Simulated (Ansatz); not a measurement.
Input of an Ansatz 0.2.0 run:

The input input.yaml:

```yaml
crystal:
  lattice:
    - [-1.969227, 2.056227, 1.622007]
    - [2.044546, -2.0389, 1.692864]
    - [1.978548, 2.048221, -1.600837]
  atoms:
    - { symbol: Sn, position: [0.008151, 0.001132, -0.000622] }
kpoints:
  mp_grid: { grid: [10, 10, 10] }
scf:
  occupations: { method: fermi_dirac, width: 0.05 }
hamiltonian:
  xc: pbe
  pseudopotentials: { kind: all_electron, lapw: { basis_error: 0.001 } }
output:
  forces: true
  stress: true
  eigenvalues: true
  populations: true
```

Potentials or basis: all-electron LAPW, scalar-relativistic.

Command:

```console
$ ansatz run input.yaml --threads 1 --pin off --max-ram 3072MiB --backend cpu --events-out ev --progress --plain --runs-dir out
```

**Question.** What does it give for the pressure?

**Answer.** 1.1 GPa.

**Question.** Estimate the band gap on the k mesh.

**Answer.** None (metal or under the smearing width).

Stress tensor (GPa, compression positive):
```
 0.50 -0.18 -0.32
-0.18  0.65 -0.09
-0.32 -0.09  2.07
```
